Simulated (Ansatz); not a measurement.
# AlP: the cost of one run

Method: DFT r²SCAN, frozen-core PAW and all-electron LAPW, scalar-relativistic unless said, in Ansatz 0.2.0.

The COD entry's cell or inner coordinates are ideal or old and differ from later refinements, so a difference from it is no clean test against experiment.

1 further run of the same task is left out (it didn't finish).

### 1 Starting point

It takes space group F-43m (No. 216, cubic). Conventional cell: a = 5.451 Å, b = 5.451 Å, c = 5.451 Å, α = 90.00°, β = 90.00°, γ = 90.00°. Al (site symmetry -43m) has 4 P at 2.36 Å as nearest neighbours. P (site symmetry -43m) is surrounded by 4 Al at 2.36 Å.

Structure file:

```cif
data_structure
_symmetry_space_group_name_H-M 'F-43m'
_symmetry_Int_Tables_number 216
_cell_length_a 5.4510
_cell_length_b 5.4510
_cell_length_c 5.4510
_cell_angle_alpha 90.000
_cell_angle_beta 90.000
_cell_angle_gamma 90.000
_cell_volume 161.97
loop_
_atom_site_label
_atom_site_type_symbol
_atom_site_symmetry_multiplicity
_atom_site_Wyckoff_symbol
_atom_site_fract_x
_atom_site_fract_y
_atom_site_fract_z
_atom_site_occupancy
Al1 Al 4 a 0.00000 0.00000 0.00000 1
P1 P 4 c 0.25000 0.25000 0.25000 1
```

Cartesian axes are those of the input's lattice vectors. The structure goes back to a database entry.

### 2 Cell and atoms relaxed, PAW

input.yaml reads:

```yaml
crystal:
  lattice:
    - [0.0, 2.7255, 2.7255]
    - [2.7255, 0.0, 2.7255]
    - [2.7255, 2.7255, 0.0]
  atoms:
    - { symbol: Al, position: [0.0, 0.0, 0.0] }
    - { symbol: P, position: [0.75, 0.75, 0.75] }
kpoints:
  mp_grid: { grid: [14, 14, 14] }
scf:
  occupations: { method: fermi_dirac, width: 0.08 }
hamiltonian:
  xc: r2scan
  pseudopotentials: { kind: paw }
relax:
  f_tol: 0.002
  max_steps: 80
  cell: {}
output:
  forces: true
  stress: true
```

Started as:

```
$ ansatz run input.yaml --threads 1 --pin off --max-ram 2560MiB --backend cpu --events-out ev --progress --plain --runs-dir out
```

**Question.** How long does this run take on 1 thread of Arm Neoverse V1, shared host, and how much memory does it need?

About 26 s, with a peak of 0.47 GiB.
